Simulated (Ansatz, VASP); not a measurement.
# Au in VASP and in Ansatz

File INCAR:

```
SYSTEM = Au
ALGO     = Normal         ! electronic algorithm
EDIFF    = 1E-6           ! SCF threshold, eV
ENCUT    = 520            ! plane-wave cutoff, eV
GGA      = PE             ! functional
ISIF     = 2              ! what is computed and relaxed
ISMEAR   = -1             ! smearing method
LASPH    = .TRUE.         ! aspherical terms in the spheres
LCHARG   = .TRUE.         ! write CHGCAR
LELF     = .TRUE.         ! ELF
LREAL    = .FALSE.        ! projectors in reciprocal space
LVHAR    = .TRUE.       
LWAVE    = .FALSE.        ! write WAVECAR
NBANDS   = 12             ! bands
NELM     = 60             ! most SCF steps
PREC     = Accurate       ! precision mode
SIGMA    = 0.08           ! smearing width, eV
```

File KPOINTS:

```
k-points
0
G
  15 15 14
  0 0 0
```

Contents of POSCAR:

```
Au
1.0
    2.6145359869      0.0000000000      0.0000000000
   -1.3072679934      2.2642545838      0.0000000000
    0.0000000000      0.0000000000      2.5488900303
Au
1
Direct
    0.0000000000      0.0000000000      0.0000000000
```

Input for Ansatz:

```yaml
crystal:
  lattice:
    - [2.6145359869, 0.0, 0.0]
    - [-1.3072679934, 2.2642545838, 0.0]
    - [0.0, 0.0, 2.5488900303]
  atoms:
    - { symbol: Au, position: [0.0, 0.0, 0.0] }
kpoints:
  mp_grid: { grid: [15, 15, 14] }
scf:
  occupations: { method: fermi_dirac, width: 0.08 }
hamiltonian:
  xc: pbe
  pseudopotentials: { kind: all_electron, lapw: { basis_error: 0.001 } }
output:
  forces: true
  stress: true
  eigenvalues: true
  populations: true
```

Change from the starting cell: volume scaled by 0.78, LAPW.

Alike in both runs: task single point; functional PBE; k mesh 15 × 15 × 14; occupations fermi-dirac, width 0.08 eV; no spin polarisation.

|  | VASP | Ansatz |
| --- | --- | --- |
| version | VASP 6.6.1 | Ansatz 0.2.0 |
| potentials or method | VASP PAW PBE potentials, release 64 (Au) | all-electron LAPW, scalar-relativistic |
| plane-wave cutoff (eV) | 520 | see its input |

|  | VASP | Ansatz | Ansatz less VASP |
| --- | --- | --- | --- |
| pressure (GPa) | 61.2 | 61.7 | +0.52 |
| largest component of the traceless stress (GPa) | 0.02 | 0.06 | +0.042 |

Ansatz ran all-electron here, so the differences hold the error of VASP's frozen core and of both bases.

Caveats: the cell as given lies far from equilibrium; so large a pressure means that the cell lies far from this level's equilibrium, or that cutoff or potentials fall short (VASP). The runs have no spin-orbit coupling, so splittings on Au are missing.
